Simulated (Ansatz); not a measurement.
Ge:

```
Ge
1.0
     2.71047    0.00000    0.00000
     0.00000    2.71047    0.00000
     0.00000    0.00000    2.71047
Ge
1
Direct
  0.00000 0.00000 0.00000
```

The cell was built by a generator and needn't be a form met in nature.

```yaml
Program: Ansatz 0.2.0
Task: single point
Functional: PBE
Potentials_or_basis: Ansatz PAW
Cutoff: "420 eV (not typed: the program's choice for these potentials)"
k_mesh: 10 × 10 × 10
Occupations: fermi-dirac, width 0.05 eV
Spin: no spin polarisation
```

On this cell: pressure -0.5 GPa; band gap on the k mesh none (metal or under the smearing width).

The same run follows on a disturbed copy (cell strained at random at fixed volume):

```
Ge
1.0
     2.64007   -0.03320   -0.02985
    -0.03320    2.75601   -0.02582
    -0.02985   -0.02582    2.73777
Ge
1
Direct
  0.01272 0.00517 0.01171
```

Task: What changes?

Result: The energy (extrapolated to zero smearing) moves by +14.1 meV/atom; pressure 0.0 GPa; band gap on the k mesh none (metal or under the smearing width).

Stress tensor (GPa, compression positive):
```
 5.18  0.46  0.38
 0.46 -3.30  0.17
 0.38  0.17 -1.99
```
